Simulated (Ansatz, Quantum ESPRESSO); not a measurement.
# Band edges of 2H-WSe2, 1 layer under strain, part 2 of 2

How do the band edges of 2H-WSe2, 1 layer move against the vacuum when the sheet is stretched?

Quantum ESPRESSO 7.5; plane-wave DFT, PBE, GBRV ultrasoft pseudopotentials; geometry by Ansatz 0.2.0 with PAW datasets.

So far: The structure; Relaxation with Ansatz.

### Step 3. The script

Under ESM bc1 levels count from the vacuum, or from the mean of the two vacuum levels where the sheet has a dipole, so band edges at unlike strains can be compared.

Level of this step: plane-wave DFT, PBE, GBRV ultrasoft pseudopotentials (Quantum ESPRESSO 7.5).

The input, run.py:

```python
import json
import numpy as np
from ase import Atoms
from ase.calculators.espresso import Espresso, EspressoProfile

profile = EspressoProfile(command='mpirun -n 2 pw.x -nk 2', pseudo_dir='../pseudo')
pseudopotentials = {'Se': 'se_pbe_v1.uspp.F.UPF', 'W': 'w_pbe_v1.2.uspp.F.UPF'}
system = {'ecutwfc': 40, 'ecutrho': 200, 'occupations': 'smearing', 'smearing': 'fd', 'degauss': 0.002}


def calculator(name, kpts, **extra):
    data = dict(control=dict(tprnfor=True, verbosity='high', disk_io='none'),
                system=system | extra,
                electrons=dict(conv_thr=1e-09, mixing_beta=0.4, mixing_mode='plain',
                               electron_maxstep=100))
    return Espresso(profile=profile, directory=name, pseudopotentials=pseudopotentials, kpts=kpts, input_data=data)


def centre(atoms):
    z = atoms.positions[:, 2]
    atoms.positions[:, 2] -= (z.max() + z.min()) / 2  # ESM wants the slab about z = 0
    return atoms

sheet = Atoms(
    ['Se', 'W', 'Se'],
    scaled_positions=[
        [0.3333333333, 0.6666666667, 0.4104176239],
        [0.0000000000, 0.0000000000, 0.5000000044],
        [0.3333333333, 0.6666666667, 0.5895823717]],
    cell=[
        [3.319892571519, 0.000000000000, 0.000000000000],
        [-1.659946285759, 2.875111304771, 0.000000000000],
        [0.000000000000, 0.000000000000, 18.740347933900]],
    pbc=True)

rows = []
for strain in [-0.03, -0.015, 0.0, 0.015, 0.03]:
    atoms = sheet.copy()
    atoms.set_cell(sheet.cell.array * [[1 + strain], [1 + strain], [1]], scale_atoms=True)
    atoms = centre(atoms)
    atoms.calc = calculator(f's{strain:+.3f}', (12, 12, 1), assume_isolated='esm', esm_bc='bc1', nbnd=17)
    energy = atoms.get_potential_energy()
    levels = np.array([atoms.calc.get_eigenvalues(kpt=i) for i in range(len(atoms.calc.get_ibz_k_points()))])
    top, bottom = levels[:, 12].max(), levels[:, 13].min()
    direct = (levels[:, 13] - levels[:, 12]).min()
    rows.append([strain, energy, top, bottom, direct])
    print(f'strain {strain:+.3f}: E = {energy:.5f} eV, valence top {top:.3f}, conduction bottom {bottom:.3f}, '
          f'gap {bottom - top:.3f}, least direct gap {direct:.3f} eV')

x, energy, top, bottom, direct = np.array(rows).T
area = np.linalg.norm(np.cross(*sheet.cell[:2]))
stiffness = np.polyfit(x, energy, 2)[0] / area * 16.0218  # C11 + C12, heights clamped
print(f'valence and conduction edges move by {np.polyfit(x, top, 1)[0]:.2f} and {np.polyfit(x, bottom, 1)[0]:.2f} eV per unit biaxial strain')
print(f'C11 + C12 with clamped heights: {stiffness:.1f} N/m')
json.dump(dict(rows=rows, stiffness=stiffness), open('result.json', 'w'))
```

On the command line:

```console
$ OMP_NUM_THREADS=1 python run.py
```

The program printed:

```text
strain -0.030: E = -3353.20905 eV, valence top -5.027, conduction bottom -3.374, gap 1.652, least direct gap 1.887 eV
strain -0.015: E = -3353.29248 eV, valence top -5.055, conduction bottom -3.387, gap 1.668, least direct gap 1.709 eV
strain +0.000: E = -3353.31983 eV, valence top -5.089, conduction bottom -3.539, gap 1.550, least direct gap 1.550 eV
strain +0.015: E = -3353.29736 eV, valence top -5.128, conduction bottom -3.720, gap 1.408, least direct gap 1.408 eV
strain +0.030: E = -3353.23049 eV, valence top -5.168, conduction bottom -3.887, gap 1.282, least direct gap 1.282 eV
valence and conduction edges move by -2.37 and -9.05 eV per unit biaxial strain
C11 + C12 with clamped heights: 186.7 N/m
```

Run time: 7.2 min. Hardware: 2 MPI ranks of Arm Neoverse N1, shared host; peak memory 0.57 GiB.

The input that ASE wrote for the first run, and its log:

```
&CONTROL
   verbosity        = 'high'
   tprnfor          = .true.
   disk_io          = 'none'
   pseudo_dir       = '../pseudo'
/
&SYSTEM
   nbnd             = 17
   ecutwfc          = 40
   ecutrho          = 200
   occupations      = 'smearing'
   degauss          = 0.002
   smearing         = 'fd'
   assume_isolated  = 'esm'
   esm_bc           = 'bc1'
   ntyp             = 2
   nat              = 3
   ibrav            = 0
/
&ELECTRONS
   electron_maxstep = 100
   conv_thr         = 1e-09
   mixing_mode      = 'plain'
   mixing_beta      = 0.4
/
&IONS
/
&CELL
/
&FCP
/
&RISM
/
ATOMIC_SPECIES
Se 78.971 se_pbe_v1.uspp.F.UPF
W 183.84 w_pbe_v1.2.uspp.F.UPF

K_POINTS automatic
12 12 1  0 0 0

CELL_PARAMETERS angstrom
3.22029579437343 0.00000000000000 0.00000000000000
-1.61014789718623 2.78885796562787 0.00000000000000
0.00000000000000 0.00000000000000 18.74034793390000

ATOMIC_POSITIONS angstrom
Se -0.0000000002 1.8592386438 -1.6788048556  
W 0.0000000000 0.0000000000 0.0000001237  
Se -0.0000000002 1.8592386438 1.6788048556
```

```text
Program PWSCF v.7.5 starts
[citation notice left out]

     Parallel version (MPI & OpenMP), running on       2 processor cores
     Number of MPI processes:                 2
     Threads/MPI process:                     1

     MPI processes distributed on     1 nodes
[... 1 line left out ...]

Warning: card &CELL ignored
Warning: card &FCP ignored
Warning: card &RISM ignored

     Current dimensions of program PWSCF are:
     Max number of different atomic species (ntypx) = 10
     Max number of k-points (npk) =  40000
     Max angular momentum in pseudopotentials (lmaxx) =  4
     Message from routine setup:
     using ibrav=0 with symmetry is DISCOURAGED, use correct ibrav instead

     K-points division:     npool     =       2
     Subspace diagonalization in iterative solution of the eigenvalue problem:
     a serial algorithm will be used

     G-vector sticks info
     --------------------
     sticks:   dense  smooth     PW     G-vecs:    dense   smooth      PW
     Sum         511     421    121                54309    38915    6583

     Using Slab Decomposition

     bravais-lattice index     =            0
     lattice parameter (alat)  =       6.0855  a.u.
     unit-cell volume          =    1135.7857 (a.u.)^3
     number of atoms/cell      =            3
     number of atomic types    =            2
     number of electrons       =        26.00
     number of Kohn-Sham states=           17
     kinetic-energy cutoff     =      40.0000  Ry
     charge density cutoff     =     200.0000  Ry
     scf convergence threshold =      1.0E-09
     mixing beta               =       0.4000
     number of iterations used =            8  plain     mixing
     Exchange-correlation= SLA  PW   PBE  PBE
                           (   1   4   3   4   0   0   0)

     Effective Screening Medium Method
     =================================
     Boundary Conditions: Vacuum-Slab-Vacuum
     total charge in unit cell        =   0.0000
     grid points for fit at edges     =        4

[... 10 lines left out ...]
     PseudoPot. # 1 for Se read from file:
     ../pseudo/se_pbe_v1.uspp.F.UPF
     Pseudo is Ultrasoft + core correction, Zval =  6.0
     Generated by new atomic code, or converted to UPF format
     Using radial grid of  877 points,  6 beta functions with:
                l(1) =   0
                l(2) =   0
                l(3) =   1
                l(4) =   1
                l(5) =   2
                l(6) =   2
     Q(r) pseudized with  8 coefficients,  rinner =    1.300   1.300   1.300
                                                       1.300   1.300

     PseudoPot. # 2 for W  read from file:
     ../pseudo/w_pbe_v1.2.uspp.F.UPF
     Pseudo is Ultrasoft + core correction, Zval = 14.0
     Generated by new atomic code, or converted to UPF format
     Using radial grid of  923 points,  8 beta functions with:
                l(1) =   0
                l(2) =   0
[... 514 lines left out ...]

          k = 0.0000 0.0000 0.0000 (  4823 PWs)   bands (ev):

   -78.9670 -43.2691 -43.0713 -43.0713 -20.1280 -18.8135 -11.5214  -7.4517
    -7.3257  -7.3257  -6.1122  -6.1122  -5.5979  -1.8118  -1.8118  -1.6422
    -1.6422

     occupation numbers
     1.0000   1.0000   1.0000   1.0000   1.0000   1.0000   1.0000   1.0000
     1.0000   1.0000   1.0000   1.0000   1.0000   0.0000   0.0000   0.0000
     0.0000

[... 144 lines left out ...]

     the Fermi energy is    -4.3653 ev

!    total energy              =    -246.45634123 Ry
     estimated scf accuracy    <          6.5E-10 Ry
     smearing contrib. (-TS)   =      -0.00000000 Ry
     internal energy E=F+TS    =    -246.45634123 Ry

     The total energy is F=E-TS. E is the sum of the following terms:
     one-electron contribution =     692.29037742 Ry
     hartree contribution      =    -350.49998507 Ry
     xc contribution           =    -100.84951618 Ry
     ewald contribution        =    -487.39721739 Ry

     convergence has been achieved in  19 iterations

     negative rho (up, down):  6.969E-02 0.000E+00

     Forces acting on atoms (cartesian axes, Ry/au):

     atom    1 type  1   force =     0.00000000    0.00000000   -0.02803750
     atom    2 type  2   force =    -0.00000000   -0.00000000    0.00000000
     atom    3 type  1   force =     0.00000000    0.00000000    0.02803750
     The non-local contrib.  to forces
     atom    1 type  1   force =     0.00000000    0.00000000    0.31021377
     atom    2 type  2   force =    -0.00000000    0.00000000    0.00000000
     atom    3 type  1   force =     0.00000000    0.00000000   -0.31021377
     The ionic contribution  to forces
     atom    1 type  1   force =     0.00000000   -0.00000000  -45.03895351
     atom    2 type  2   force =    -0.00000000    0.00000000    0.00000105
     atom    3 type  1   force =     0.00000000   -0.00000000   45.03895246
     The local contribution  to forces
     atom    1 type  1   force =     0.00000000   -0.00000000   44.73272761
     atom    2 type  2   force =     0.00000000   -0.00000000   -0.00001436
     atom    3 type  1   force =     0.00000000   -0.00000000  -44.73272376
     The core correction contribution to forces
     atom    1 type  1   force =    -0.00000000    0.00000000   -0.03207090
     atom    2 type  2   force =     0.00000000   -0.00000000    0.00000012
     atom    3 type  1   force =    -0.00000000    0.00000000    0.03207090
     The Hubbard contrib.    to forces
     atom    1 type  1   force =     0.00000000    0.00000000    0.00000000
     atom    2 type  2   force =     0.00000000    0.00000000    0.00000000
     atom    3 type  1   force =     0.00000000    0.00000000    0.00000000
     The SCF correction term to forces
     atom    1 type  1   force =     0.00000000   -0.00000000    0.00004693
     atom    2 type  2   force =     0.00000000    0.00000000   -0.00000000
     atom    3 type  1   force =     0.00000000   -0.00000000   -0.00004693

     Total force =     0.039651     Total SCF correction =     0.000066
     Message from routine punch:
     Nothing written, as per user request (disk_io='none')

[... 1 line left out ...]

[... 1 line left out ...]

[... 1 line left out ...]

[... 3 lines left out ...]

[... 1 line left out ...]

[... 2 lines left out ...]

[... 1 line left out ...]

[... 1 line left out ...]

=------------------------------------------------------------------------------=
   JOB DONE.
=------------------------------------------------------------------------------=
```

Numbers from this step:

```
biaxial stiffness : 186.7 N/m
```

Band edge from the vacuum level against biaxial strain:

```csv
biaxial strain (%),valence top (eV),conduction bottom (eV)
-3.00,-5.03,-3.37
-1.50,-5.06,-3.39
0.00,-5.09,-3.54
1.50,-5.13,-3.72
3.00,-5.17,-3.89
```

Table of gap by biaxial strain:

```csv
biaxial strain (%),on the mesh (eV),least direct (eV)
-3.00,1.65,1.89
-1.50,1.67,1.71
0.00,1.55,1.55
1.50,1.41,1.41
3.00,1.28,1.28
```

Energy over the lowest against biaxial strain:

| biaxial strain (%) | energy over the lowest (meV) |
| --- | --- |
| -3.00 | 111 |
| -1.50 | 27.3 |
| 0.00 | 0 |
| 1.50 | 22.5 |
| 3.00 | 89.3 |

### Step 4. Running the series: LDA, GBRV ultrasoft

Level of this step: plane-wave DFT, LDA, GBRV ultrasoft pseudopotentials (Quantum ESPRESSO 7.5).

run.py, as its differences from the input of step 3:

```diff
@@ -6,3 +6,3 @@
 profile = EspressoProfile(command='mpirun -n 2 pw.x -nk 2', pseudo_dir='../pseudo')
-pseudopotentials = {'Se': 'se_pbe_v1.uspp.F.UPF', 'W': 'w_pbe_v1.2.uspp.F.UPF'}
+pseudopotentials = {'Se': 'se_lda_v1.uspp.F.UPF', 'W': 'w_lda_v1.2.uspp.F.UPF'}
 system = {'ecutwfc': 40, 'ecutrho': 200, 'occupations': 'smearing', 'smearing': 'fd', 'degauss': 0.002}
```

On the command line:

```console
$ OMP_NUM_THREADS=1 python run.py
```

The program printed:

```text
strain -0.030: E = -3343.32400 eV, valence top -5.321, conduction bottom -3.691, gap 1.629, least direct gap 1.871 eV
strain -0.015: E = -3343.32036 eV, valence top -5.347, conduction bottom -3.700, gap 1.647, least direct gap 1.695 eV
strain +0.000: E = -3343.26411 eV, valence top -5.378, conduction bottom -3.841, gap 1.537, least direct gap 1.537 eV
strain +0.015: E = -3343.16133 eV, valence top -5.414, conduction bottom -4.018, gap 1.395, least direct gap 1.395 eV
strain +0.030: E = -3343.01749 eV, valence top -5.452, conduction bottom -4.182, gap 1.270, least direct gap 1.270 eV
valence and conduction edges move by -2.20 and -8.66 eV per unit biaxial strain
C11 + C12 with clamped heights: 174.2 N/m
```

It took 7.4 min on 2 MPI ranks; peak memory 0.57 GiB.

This step gave:

* biaxial stiffness: 174.2 N/m

Band edge from the vacuum level against biaxial strain:

```csv
biaxial strain (%),valence top (eV),conduction bottom (eV)
-3.00,-5.32,-3.69
-1.50,-5.35,-3.70
0.00,-5.38,-3.84
1.50,-5.41,-4.02
3.00,-5.45,-4.18
```

Gap against biaxial strain:

```
biaxial strain (%)  on the mesh (eV)  least direct (eV)
             -3.00              1.63               1.87
             -1.50              1.65               1.69
              0.00              1.54               1.54
              1.50              1.40               1.40
              3.00              1.27               1.27
```

The energy over the lowest by biaxial strain:

```
biaxial strain (%)  energy over the lowest (meV)
             -3.00                             0
             -1.50                          3.63
              0.00                          59.9
              1.50                           163
              3.00                           307
```

### Step 5. Running the series, with ecutwcf = 40

One more run, with a changed input.

Level of this step: plane-wave DFT, PBE, GBRV ultrasoft pseudopotentials (Quantum ESPRESSO 7.5).

run.py, as its differences from the input of step 3:

```diff
@@ -7,3 +7,3 @@
 pseudopotentials = {'Se': 'se_pbe_v1.uspp.F.UPF', 'W': 'w_pbe_v1.2.uspp.F.UPF'}
-system = {'ecutwfc': 40, 'ecutrho': 200, 'occupations': 'smearing', 'smearing': 'fd', 'degauss': 0.002}
+system = {'ecutwfc': 40, 'ecutrho': 200, 'occupations': 'smearing', 'smearing': 'fd', 'degauss': 0.002, 'ecutwcf': 40}
 
@@ -14,3 +14,3 @@
                 electrons=dict(conv_thr=1e-09, mixing_beta=0.4, mixing_mode='plain',
-                               electron_maxstep=100))
+                               electron_maxstep=60))
     return Espresso(profile=profile, directory=name, pseudopotentials=pseudopotentials, kpts=kpts, input_data=data)
@@ -36,3 +36,3 @@
 rows = []
-for strain in [-0.03, -0.015, 0.0, 0.015, 0.03]:
+for strain in [-0.03, -0.015, 0.0]:
     atoms = sheet.copy()
```

On the command line:

```console
$ OMP_NUM_THREADS=1 python run.py
```

The program printed:

```text
subprocess.CalledProcessError: the calculator's command failed
```

It took 2 s on 2 MPI ranks; peak memory 0.16 GiB.

The input that ASE wrote for the run that failed, and its log:

```
&CONTROL
   verbosity        = 'high'
   tprnfor          = .true.
   disk_io          = 'none'
   pseudo_dir       = '../pseudo'
/
&SYSTEM
   nbnd             = 17
   ecutwfc          = 40
   ecutrho          = 200
   occupations      = 'smearing'
   degauss          = 0.002
   smearing         = 'fd'
   assume_isolated  = 'esm'
   esm_bc           = 'bc1'
   ecutwcf          = 40
   ntyp             = 2
   nat              = 3
   ibrav            = 0
/
&ELECTRONS
   electron_maxstep = 60
   conv_thr         = 1e-09
   mixing_mode      = 'plain'
   mixing_beta      = 0.4
/
&IONS
/
&CELL
/
&FCP
/
&RISM
/
ATOMIC_SPECIES
Se 78.971 se_pbe_v1.uspp.F.UPF
W 183.84 w_pbe_v1.2.uspp.F.UPF

K_POINTS automatic
12 12 1  0 0 0

CELL_PARAMETERS angstrom
3.22029579437343 0.00000000000000 0.00000000000000
-1.61014789718623 2.78885796562787 0.00000000000000
0.00000000000000 0.00000000000000 18.74034793390000

ATOMIC_POSITIONS angstrom
Se -0.0000000002 1.8592386438 -1.6788048556  
W 0.0000000000 0.0000000000 0.0000001237  
Se -0.0000000002 1.8592386438 1.6788048556
```

```text
Program PWSCF v.7.5 starts
[citation notice left out]

     Parallel version (MPI & OpenMP), running on       2 processor cores
     Number of MPI processes:                 2
     Threads/MPI process:                     1

     MPI processes distributed on     1 nodes
[... 1 line left out ...]

 %%%%%%%%%%%%%%%%%%%%%%%%%%%%%%%%%%%%%%%%%%%%%%%%%%%%%%%%%%%%%%%%%%%%%%%%%%%%%%
     Error in routine  read_namelists (1):
      bad line in namelist &system: "   ecutwcf          = 40" (error could be in the previous line)
 %%%%%%%%%%%%%%%%%%%%%%%%%%%%%%%%%%%%%%%%%%%%%%%%%%%%%%%%%%%%%%%%%%%%%%%%%%%%%%

     stopping ...
```

The input was rejected at the start.

A key was misspelt on purpose.

The namelist reader stops at a key that the namelist doesn't hold; the line has to be put right or, where the proper key already stands in the input, deleted.

### Step 6. A check by hand

Under equal strain ε in the plane, E = A (C11 + C12) ε². From the points at ±1.5 %: d²E/dε² = (27.35 + 22.46 − 2 × 0.00) meV / 0.015² = 221 eV, and 221/(2 × 9.545 Å²) × 16.02 = 186 N/m.

### Step 7. Outcome

```json
{
 "C11 + C12, heights clamped, PBE, GBRV ultrasoft": "187 N/m",
 "gap on the mesh at zero strain, PBE, GBRV ultrasoft": "1.55 eV",
 "valence top below the vacuum at zero strain, PBE, GBRV ultrasoft": "5.09 eV",
 "shift of the valence top per unit biaxial strain, PBE, GBRV ultrasoft": "-2.4 eV",
 "C11 + C12, heights clamped, LDA, GBRV ultrasoft": "174 N/m",
 "gap on the mesh at zero strain, LDA, GBRV ultrasoft": "1.54 eV",
 "valence top below the vacuum at zero strain, LDA, GBRV ultrasoft": "5.38 eV",
 "shift of the valence top per unit biaxial strain, LDA, GBRV ultrasoft": "-2.2 eV"
}
```

**Reading.** The sheet's biaxial stiffness comes to 187 N/m and its gap at zero strain to 1.55 eV (PBE, GBRV ultrasoft). From −3 % to +3 % the gap on the mesh goes from 1.65 to 1.28 eV; it is direct at some strains and indirect at others. The conduction bottom bends along the series, so the script's straight-line slope describes it poorly. Heights are clamped under strain, which makes a sheet with several atomic planes too stiff. Zero strain is the PBE cell; under LDA the energy is lowest near -2.5 %, so its stiffness is taken away from its own minimum. Semilocal gaps are too small. Spin-orbit coupling is left out; depending on the atoms that carry the levels of interest, it can split and shift them by tenths of an eV to an eV or more.

[Logs are printed without paths, hosts, clocks, repeated set-up lines and the standing remarks that a program may print on its own settings, such as how far it seeks lower states.]

[Hosts, paths, dates, database ids (printed as entryN), source tags and the programs' standing remarks are cut or masked in the printed files.]

[Maps of the electrostatic potential energy from Ansatz leave out the sawtooth potential of an applied field or a dipole correction, so their vacuum need not be flat; planar profiles and work functions include it.]
